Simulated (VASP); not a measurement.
Set up this calculation in VASP 6.6.1, as the native input.

| Property | Result |
| --- | --- |
| Task | band structure |
| Functional | PBEsol |
| Potentials or basis | VASP PAW PBE potentials, release 64 (Ca_sv, F) |
| Cutoff | 520 eV |
| k mesh | 8 × 8 × 8 |
| Occupations | gaussian, width 0.02 eV |
| Spin | no spin polarisation |
| Ladder | gaps |
| Further INCAR settings | ALGO = Normal; EDIFF = 1e-06; NBANDS = 19 |

Crystal: CaF2 (Fluorite).

```
Ca F
1.0
     0.00000    2.73100    2.73100
     2.73100    0.00000    2.73100
     2.73100    2.73100    0.00000
Ca F
1 2
Direct
  0.00000 0.00000 0.00000
  0.75000 0.75000 0.75000
  0.25000 0.25000 0.25000
```

The input as run:

POSCAR

```
CaF2
1.0
    0.0000000000      2.7310000000      2.7310000000
    2.7310000000      0.0000000000      2.7310000000
    2.7310000000      2.7310000000      0.0000000000
Ca F
1 2
Direct
    0.0000000000      0.0000000000      0.0000000000
    0.7500000000      0.7500000000      0.7500000000
    0.2500000000      0.2500000000      0.2500000000
```

INCAR.step1

```
  PREC = Accurate
  ENCUT = 520
  EDIFF = 1E-6
  ISMEAR = 0
  SIGMA = 0.02
  LREAL = False
  LASPH = True
  NELM = 100
  ALGO = Normal
  ISIF = 2
  LWAVE = False
  LCHARG = True
  GGA = PS
  NBANDS = 19
```

KPOINTS.step1

```
regular mesh
0
Gamma
  8 8 8
```

INCAR.step2

```
  PREC = Accurate
  ENCUT = 520
  EDIFF = 1E-6
  ISMEAR = 0
  SIGMA = 0.05
  LREAL = False
  LASPH = True
  NELM = 100
  ALGO = Normal
  ISIF = 2
  LWAVE = False
  LCHARG = False
  GGA = PS
  NBANDS = 19
  ICHARG = 11
```

KPOINTS.step2

```
path GXWKGLUWLK,UX
15
line-mode
reciprocal
 0.0000000000  0.0000000000  0.0000000000  G
 0.5000000000  0.0000000000  0.5000000000  X

 0.5000000000  0.0000000000  0.5000000000  X
 0.5000000000  0.2500000000  0.7500000000  W

 0.5000000000  0.2500000000  0.7500000000  W
 0.3750000000  0.3750000000  0.7500000000  K

 0.3750000000  0.3750000000  0.7500000000  K
 0.0000000000  0.0000000000  0.0000000000  G

 0.0000000000  0.0000000000  0.0000000000  G
 0.5000000000  0.5000000000  0.5000000000  L

 0.5000000000  0.5000000000  0.5000000000  L
 0.6250000000  0.2500000000  0.6250000000  U

 0.6250000000  0.2500000000  0.6250000000  U
 0.5000000000  0.2500000000  0.7500000000  W

 0.5000000000  0.2500000000  0.7500000000  W
 0.5000000000  0.5000000000  0.5000000000  L

 0.5000000000  0.5000000000  0.5000000000  L
 0.3750000000  0.3750000000  0.7500000000  K

 0.6250000000  0.2500000000  0.6250000000  U
 0.5000000000  0.0000000000  0.5000000000  X
```

Potentials or basis: VASP PAW PBE potentials, release 64 (Ca_sv, F).

Command:

```console
$ cat potpaw_PBE.64/Ca_sv/POTCAR potpaw_PBE.64/F/POTCAR > POTCAR
$ cp INCAR.step1 INCAR
$ cp KPOINTS.step1 KPOINTS
$ mpirun -np 1 vasp_std > vasp.out
$ cp INCAR.step2 INCAR
$ cp KPOINTS.step2 KPOINTS
$ mpirun -np 1 vasp_std > vasp.out
```

Results of the run:

```
Band gap on the k mesh  : 7.09 eV, indirect (least direct gap 7.35 eV)
Band gap along the path : 7.09 eV, indirect (least direct gap 7.35 eV)
```

Caveat: the log is that of the step along the path at fixed density, whose energy, stress, charges and moments have no meaning.

Run time: 37 s on 1 thread of Intel(R) Xeon(R) 6975P-C (Granite Rapids), on a shared host, peak memory 0.23 GiB.
